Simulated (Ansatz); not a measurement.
The system is Na.

```xyz
1
Lattice="3.7083 0.0000 0.0000 -1.2361 3.4962 0.0000 -1.2361 -1.7481 3.0278" Properties=species:S:1:pos:R:3 pbc="T T T"
Na    0.0000    0.0000    0.0000
```

The cell isn't the ideal one: another cell of the same crystal, with 1 atom.

```yaml
Program: Ansatz 0.2.0
Task: relaxation of cell and atoms
Functional: PBEsol
Dispersion: D4
Potentials_or_basis: Ansatz PAW
Cutoff: "420 eV (not typed: the program's choice for these potentials)"
k_mesh: 9 × 9 × 9
Occupations: methfessel-paxton, width 0.1 eV
Spin: no spin polarisation
```

At the start: volume 39.26 Å³/atom.

Task: How do energy, volume and symmetry change on relaxing?

Result: It ends after 5 steps and the volume is 36.06 Å³/atom (-8.1 %); space group Im-3m (No. 229, to 0.05 Å).

The path:
| step | energy change (eV) | largest force (eV/Å) | volume (Å³) |
| --- | --- | --- | --- |
| 1 | 0.0000 | 0.0000 | 39.26 |
| 2 | -0.0019 | 0.0000 | 38.70 |
| 3 | -0.0062 | 0.0000 | 35.70 |
| 4 | -0.0063 | 0.0000 | 36.06 |
| 5 | -0.0063 | 0.0000 | 36.06 |

Final structure:
```xyz
1
Lattice="3.6047 0.0000 0.0000 -1.2016 3.3986 0.0000 -1.2016 -1.6993 2.9433" Properties=species:S:1:pos:R:3 pbc="T T T"
Na    0.0000    0.0000    0.0000
```

Caveat: the plane-wave basis is chosen anew once the cell has moved, so the energies of steps on either side of that aren't comparable; the PAW data sets come from PBE, with cores solved anew for the run's functional, which leaves a small shift of forces and pressure.
